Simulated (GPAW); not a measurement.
# Al2Cu (Khatyrkite) (I4/mcm) in GPAW: a series of runs

Aim: see how the results for Al2Cu (Khatyrkite) move with the level of theory and the settings. Levels: LDA, PBE. Tasks: band structure, equation of state.

Program: GPAW 26.7.0. These are calculated values, not measurements. Logs are shortened: lines on timing, memory, paths and dates and some standing lists are left out, and cuts for length are marked. The log counts tension as positive stress, the text compression.

### Step 1. The structure

It takes space group I4/mcm (No. 140, tetragonal). Conventional cell: a = 6.067 Å, b = 6.067 Å, c = 4.877 Å, α = 90.00°, β = 90.00°, γ = 90.00°. Around Cu (site symmetry 422) lie 2 Cu at 2.44 Å and 8 Al at 2.59 Å. Al (site symmetry m2m) has 4 Cu at 2.59 Å and 3 Al at 2.71 to 2.90 Å as nearest neighbours.

### Step 2. Band structure, LDA

Input file run.py:

```python
from ase import Atoms
from ase.dft.bandgap import bandgap
from ase.io import write
from ase.units import GPa
from gpaw import GPAW, PW

atoms = Atoms(['Cu', 'Cu', 'Al', 'Al', 'Al', 'Al'],
              cell=[[-3.0335, 3.0335, 2.4385],
                    [3.0335, -3.0335, 2.4385],
                    [3.0335, 3.0335, -2.4385]],
              scaled_positions=[[0.25, 0.25, 0.0],
                                [0.75, 0.75, 0.0],
                                [0.3419, 0.1581, 0.5],
                                [0.8419, 0.3419, 0.1838],
                                [0.6581, 0.8419, 0.5],
                                [0.1581, 0.6581, 0.8162]],
              pbc=True)

calc = GPAW(mode=PW(600),
            xc='LDA',
            kpts={'size': (6, 6, 6), 'gamma': True},
            occupations={'name': 'fermi-dirac', 'width': 0.05},
            nbands=35,
            convergence={'density': 1e-05, 'energy': 1e-05},
            maxiter=150,
            txt='gpaw.txt')
atoms.calc = calc
energy = atoms.get_potential_energy()
forces = atoms.get_forces()
stress = atoms.get_stress()
calc.write('gs.gpw')
write('result.traj', atoms)
print(f'Energy: {energy:.6f} eV')
print('Forces (eV/A):')
print(forces.round(4))
print('Stress (GPa):', (stress / GPa).round(3))
print('Fermi level:', round(calc.get_fermi_level(), 4), 'eV')
print(f'Gap: {bandgap(calc)[0]:.4f} eV, direct: {bandgap(calc, direct=True)[0]:.4f} eV')

path = atoms.cell.bandpath('GXMGZPNZ1M,XP', npoints=80, eps=1e-4)
bs_calc = calc.fixed_density(kpts=path, symmetry='off', nbands=54,
                             convergence={'bands': 'CBM+6.0', 'eigenstates': 1e-6}, txt='bands.txt')
bs = bs_calc.band_structure()
bs.write('bs.json')
print(f'Gap on the path: {bandgap(bs_calc)[0]:.4f} eV')
```

Potentials or basis: the program's PAW data sets (release 1.2.1) made for this functional, pw.

Launch:

```
$ OMP_NUM_THREADS=1 python run.py
```

gpaw.txt:

```text
__  _  _
 | _ |_)|_||  |
 |__||  | ||/\| - 26.7.0

Input parameters:
  mode=PW(ecut=600.0),
  convergence={'density': 1e-05, 'energy': 1e-05},
  kpts=MonkhorstPack(size=(6, 6, 6), gamma=True),
  maxiter=150,
  nbands=35,
  occupations=Occupations(name='fermi-dirac', width=0.05),
  xc=XC(name='LDA')

Diagonalizing LCAO Hamiltonian
Converting LCAO to pw mode

         ACu
               Al

          Cu Al
                    Al

Atoms  # Å, Bohr magnetons
|   | symbol |         x |        y |         z |    initial magnetic moments |
|---|--------|-----------|----------|-----------|-----------------------------|
| 0 |     Cu |  0.000000 | 0.000000 |  1.219250 | ( 0.0000,  0.0000,  0.0000) |
| 1 |     Cu |  0.000000 | 0.000000 |  3.657750 | ( 0.0000,  0.0000,  0.0000) |
| 2 |     Al |  0.959193 | 2.074307 |  0.000000 | ( 0.0000,  0.0000,  0.0000) |
| 3 |     Al | -0.959193 | 2.074307 |  2.438500 | ( 0.0000,  0.0000,  0.0000) |
| 4 |     Al |  2.074307 | 0.959193 |  2.438500 | ( 0.0000,  0.0000,  0.0000) |
| 5 |     Al |  3.992693 | 0.959193 | -0.000000 | ( 0.0000,  0.0000,  0.0000) |

Unit cell  # Å
| periodic |         x |         y |         z |  lengths |     angles |
|----------|-----------|-----------|-----------|----------|------------|
|      yes | -3.033500 |  3.033500 |  2.438500 | 4.934625 | 104.134279 |
|      yes |  3.033500 | -3.033500 |  2.438500 | 4.934625 | 104.134279 |
|      yes |  3.033500 |  3.033500 | -2.438500 | 4.934625 | 120.771101 |

Number of symmetries: 8
Symmetry operations  # r_c * U_cc + t_c -> r_c
|   | kind |            matrix            |
|---|------|------------------------------|
| 0 |  C4  |  1, 1, 1,  0, 0,-1, -1, 0, 0 |
| 1 |  E   |  1, 0, 0,  0, 1, 0,  0, 0, 1 |
| 2 |  C2  |  0, 1, 0,  1, 0, 0, -1,-1,-1 |
| 3 |  S4  |  0, 0, 1, -1,-1,-1,  0, 1, 0 |
| 4 |  C4  |  0, 0,-1,  1, 1, 1,  0,-1, 0 |
| 5 |  σ   |  0,-1, 0, -1, 0, 0,  1, 1, 1 |
| 6 |  i   | -1, 0, 0,  0,-1, 0,  0, 0,-1 |
| 7 |  S4  | -1,-1,-1,  0, 0, 1,  1, 0, 0 |

BZ-sampling:
  Number of BZ points: 216
  Number of IBZ points: 36

  Monkhorst-Pack size: [6, 6, 6]
  Monkhorst-Pack shift: [0.08333333333333333, 0.08333333333333333, 0.08333333333333333]

K-points  # in reciprocal-cell coordinates
|     |                                coordinates |     weight |
|-----|--------------------------------------------|------------|
|   0 | (  0.00000000,   0.00000000,   0.00000000) | 0.00462963 |
|   1 | (  0.16666667,  -0.16666667,   0.00000000) | 0.01851852 |
|   2 | (  0.16666667,  -0.16666667,   0.16666667) | 0.01851852 |
|   3 | (  0.16666667,   0.00000000,   0.00000000) | 0.03703704 |
|   4 | (  0.16666667,   0.16666667,  -0.16666667) | 0.00925926 |
|   5 | (  0.33333333,  -0.33333333,  -0.16666667) | 0.01851852 |
|   6 | (  0.33333333,  -0.33333333,   0.00000000) | 0.01851852 |
|   7 | (  0.33333333,  -0.33333333,   0.16666667) | 0.01851852 |
|   8 | (  0.33333333,  -0.33333333,   0.33333333) | 0.01851852 |
|   9 | (  0.33333333,  -0.16666667,  -0.16666667) | 0.03703704 |
| ... |                                            |            |
|  35 | (  0.50000000,   0.50000000,   0.50000000) | 0.00462963 |

Plane wave coefficients: 3020
Cutoff: 600.0 eV

Spin-components: 1 (collinear spins)
Bands:           35
Projectors:      32
Spin-degeneracy: 2
Datatype:        complex128

Parallelization:
  kpt:    1
  domain: 1
  band:   1

Density:
  Valence electrons: 34.0
  Components: 1
  Grid points: [28 28 28]
  Charge: 0.0  # |e|

Potential:
  Grid points: [28 28 28]

species:
  Cu:
    name:    Copper
    Z:       29.0
    valence: 11
    core:    18
    charge:  0.0  # [|e|]
    compensation charges:
      type: gauss
      rc: 0.33  # [Å]
      lmax: 2
    cutoffs:
      filter: 2.06  # [Å]
      core: 2.43  # [Å]
    projectors
    | kind |    occ | energy [eV] | rcut [Å] |
    |------|--------|-------------|----------|
    |   4s |  1.000 |      -4.857 |    1.164 |
    |   4p |  0.000 |      -0.783 |    1.164 |
    |   3d | 10.000 |      -5.324 |    1.058 |
    |    s |        |      22.354 |    1.164 |
    |    p |        |      26.429 |    1.164 |
    |    d |        |      21.887 |    1.058 |

    Using partial waves for Cu as LCAO basis

  Al:
    name:    Aluminium
    Z:       13.0
    valence: 3
    core:    10
    charge:  0.0  # [|e|]
    compensation charges:
      type: gauss
      rc: 0.34  # [Å]
      lmax: 2
    cutoffs:
      filter: 1.91  # [Å]
      core: 2.36  # [Å]
    projectors
    | kind |    occ | energy [eV] | rcut [Å] |
    |------|--------|-------------|----------|
    |   3s |  2.000 |      -7.830 |    1.085 |
    |   3p |  1.000 |      -2.783 |    1.085 |
    |    s |        |      19.382 |    1.085 |
    |    p |        |      24.428 |    1.085 |
    |    d |        |       0.000 |    1.085 |

    Using partial waves for Al as LCAO basis

Reference energy: -116215.879324  # eV

eigensolver:
  PPCG
  Converge bands: occupied
  niter=2

density mixing:
  MSR1-Mixer
  Pratt-step length: 0.05
  Maximum mixing coefficient: 0.75
  Old densities: 10
  SVD Regularization: 0.005
  Good broyden scale: 1.0
  Trust region scale: 1.0
  Backstep threshold: 4.0
  History deletion threshold: 6.0
  Fourier metric: weight=20.0, sigma=0.015

occupation numbers:
  Fermi-Dirac:
    width: 0.0500  # eV

poisson solver:
  ecut: 4800.0  # eV

xc functional:
  name: None

convergence criteria:
- Maximum integral of absolute [dens]ity change: 1e-05 electrons / valence electron
- Maximum [total energy] change in last 3 cyles: 1e-05 eV / valence electron
- Maximum integral of absolute [eigenst]ate change: 4e-08 eV^2 / valence electron
maximum number of iterations: 150

SCF iterations
|iter     | |      energy | eigst |  dens |
|---------|-|-------------|-------|-------|
|iter:   1| |  -32.568306 | +0.64 |       |
|iter:   2| |  -28.850021 | -1.10 | -0.70 |
|iter:   3| |  -27.416084 | -1.24 | -0.91 |
|iter:   4| |  -27.211094 | -2.12 | -1.19 |
|iter:   5| |  -27.136529 | -2.64 | -1.44 |
|iter:   6| |  -27.122186 | -3.70 | -1.92 |
|iter:   7| |  -27.119716 | -3.94 | -2.27 |
|iter:   8| |  -27.119655 | -5.10 | -3.14 |
|iter:   9| |  -27.119668c| -6.23 | -3.61 |
|iter:  10| |  -27.119666c| -7.07 | -3.96 |
|iter:  11| |  -27.119666c| -8.02c| -4.40 |
|iter:  12| |  -27.119666c| -8.62c| -4.78 |
|iter:  13| |  -27.119666c| -8.15c| -5.41c|

Converged in 13 steps
Energy contributions relative to reference atoms: (reference = -116215.879324)

Energy contributions:
  Kinetic:         -18.968052
  Coulomb:          19.103680
  Zero:              0.030341
  External:          0.000000
  Xc:              -27.275867
  Entropy:          -0.019535
  Spinorbit:         0.000000
  ----------------------------
  Free energy:     -27.129434
  Extrapolated:    -27.119666

dipole moment: (-13.457755, -13.457755, 10.818103)  # |e|*Ang

Fermi level: 7.075
Eigenvalues  # (at kpt = [0.000, 0.000, 0.000])
| band index |      eig [eV] | occ [0-2] |
|------------|---------------|-----------|
|          0 |        -3.528 |     2.000 |
|        ... |               |           |
|         11 |         4.277 |     2.000 |
|         12 |         4.277 |     2.000 |
|         13 |         5.178 |     2.000 |
|         14 |         5.844 |     2.000 |
|         15 |         6.032 |     2.000 |
|         16 |         6.032 |     2.000 |
[... 8 lines left out ...]
|         25 |        12.968 |     0.000 |
|         26 |        13.285 |     0.000 |
|        ... |               |           |
|         34 |        23.654 |     0.000 |

No gap
No difference between direct/indirect transitions

Forces  # eV/Ang
|        x |        y |        z |
|----------|----------|----------|
|  0.00000 |  0.00000 | -0.00000 |  # Cu   0
|  0.00000 |  0.00000 |  0.00000 |  # Cu   1
|  0.07756 | -0.07756 |  0.00000 |  # Al   2
| -0.07756 | -0.07756 | -0.00000 |  # Al   3
| -0.07756 |  0.07756 |  0.00000 |  # Al   4
|  0.07756 |  0.07756 |  0.00000 |  # Al   5

Stress tensor  # eV/Ang^3
|        x |         y |         z |
|----------|-----------|-----------|
| 0.042131 |  0.000000 |  0.000000 |
| 0.000000 |  0.042131 | -0.000000 |
| 0.000000 | -0.000000 |  0.029299 |

# Writing to gs.gpw (mode='')
```

Wall time 4.3 min (1 thread of Arm Neoverse V1, shared host); peak memory 0.56 GiB.

Results:

* Free energy: -27.1294 eV
* Pressure: -6.1 GPa
* Largest force: 0.110 eV/Å
* Band gap along the path: none (metal or under the smearing width)

Forces in eV/Å, atoms in the order of the input:
```
Cu   0.000  0.000  0.000
Cu   0.000  0.000  0.000
Al   0.078 -0.078  0.000
Al  -0.078 -0.078  0.000
Al  -0.078  0.078  0.000
Al   0.078  0.078  0.000
```

Stress tensor (GPa, compression positive):
```
-6.75  0.00  0.00
 0.00 -6.75  0.00
 0.00  0.00 -4.69
```

Levels at the corners of the path, in eV from the Fermi level:
```tsv
point	band 14	band 15	band 16	band 17	band 18	band 19
Γ	-1.90	-1.23	-1.04	-1.04	-0.70	-0.35
X	-2.63	-1.32	-1.16	-0.95	-0.57	0.86
M	-3.15	-3.15	-1.73	2.61	3.06	3.06
Γ	-1.90	-1.23	-1.04	-1.04	-0.70	-0.35
Z	-3.18	-3.18	-0.95	1.57	1.87	1.87
P	-3.65	0.49	0.49	0.86	0.86	1.98
N	-3.00	-2.51	-2.51	0.32	0.32	4.11
Z1	-3.18	-3.18	-0.95	1.57	1.87	1.87
M	-3.15	-3.15	-1.73	2.61	3.06	3.06
X	-2.63	-1.32	-1.16	-0.95	-0.57	0.86
P	-3.65	0.49	0.49	0.86	0.86	1.98
```

Caveat: with this Cu data set, volumes or pressures lay over 1.5 % or 2 GPa off other programs in two to four cells of ten.

(Part 1 of 2 ends here.)
